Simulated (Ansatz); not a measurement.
This script makes an equation of state with a fit of AgI, space group F-43m with Ansatz 0.2.0, Python API.

Script `agi.py`:
```python
import warnings

import ansatz as az
import numpy as np

FILLING = "Fixed"
XC = "r2scan"
ECUT = 600
KMESH = (5, 5, 5)

VECTORS = np.array([
    [0.0, 3.2365, 3.2365],
    [3.2365, 0.0, 3.2365],
    [3.2365, 3.2365, 0.0],
])
SITES = [
    ("Ag", [0.0, 0.0, 0.0]),
    ("I", [0.25, 0.25, 0.25]),
]


def make_crystal(cell):
    crystal = az.Crystal(lattice=az.Lattice.of(cell))
    for symbol, position in SITES:
        crystal = crystal.atom(symbol, position)
    return crystal

warnings.simplefilter("ignore", az.DeckWarning)

volumes, energies, pressures = [], [], []
for scale in np.linspace(0.95, 1.07, 5):
    cell = VECTORS * scale ** (1 / 3)
    model = make_crystal(cell).calculation()
    model = model.occupations(FILLING).functional(XC)
    model = model.pseudopotentials("paw")
    model = model.basis(ECUT).kpoints(*KMESH)
    model = model.stress()
    rep = model.run(threads=1).report
    volumes.append(abs(np.linalg.det(cell)) / len(SITES))
    energies.append(rep["free_energy_ev"] / len(SITES))
    pressures.append(np.trace(rep["stress_gpa"]) / 3)
    print(f"V = {volumes[-1]:8.4f} A^3/atom  F = {energies[-1]:.5f} eV/atom  P = {pressures[-1]:8.3f} GPa")

x = np.array(volumes) ** (-2 / 3)
poly = np.polynomial.Polynomial.fit(x, energies, 3).convert()
roots = poly.deriv().roots()
x0 = min((r.real for r in roots if abs(r.imag) < 1e-9 and poly.deriv(2)(r.real) > 0), key=lambda r: abs(r - x.mean()))
v0 = x0 ** -1.5
b0 = 4 / 9 * poly.deriv(2)(x0) * v0 ** (-7 / 3) * 160.21766
b1 = 4 + 2 / 3 * x0 * poly.deriv(3)(x0) / poly.deriv(2)(x0)
print(f"V0 = {v0:.4f} A^3/atom, B0 = {b0:.1f} GPa, dB/dP = {b1:.2f}")
```

From its runs, with one value withheld:

| V (Å³/atom) | F less the lowest row shown (meV/atom) |
| --- | --- |
| 32.207 | ? |
| 33.224 | 16.16 |
| 34.241 | 4.72 |
| 35.258 | 0.00 |
| 36.275 | 0.88 |

What is the missing energy at 32.207 Å³ an atom?

A third-order Birch-Murnaghan fit, E = E0 + (9 V0 B0 / 16) [(t - 1)³ B' + (t - 1)² (6 - 4t)] with t = (V0/V)^(2/3), through the 4 rows shown gives V0 = 35.586 Å³, B0 = 29.1 GPa, B' = 5.32 and E0 = -0.28 meV. At V = 32.207 Å³, t = 1.06878, and the fit extrapolates to 35.63 meV. The run gave 35.63 meV, a miss of 0.00 meV.

What to keep in mind:
- Of the deposited cell: the entry's cell lengths or inner coordinates differ somewhat from later room-temperature determinations.
- Pressure is positive in compression.
- The structure is a deposited one; some such entries were measured under pressure or heat, so a shift against it needn't be the functional's error alone.
- The whole script took 27 s on 1 thread of Arm Neoverse V1 (shared host), peak memory 0.67 GiB.
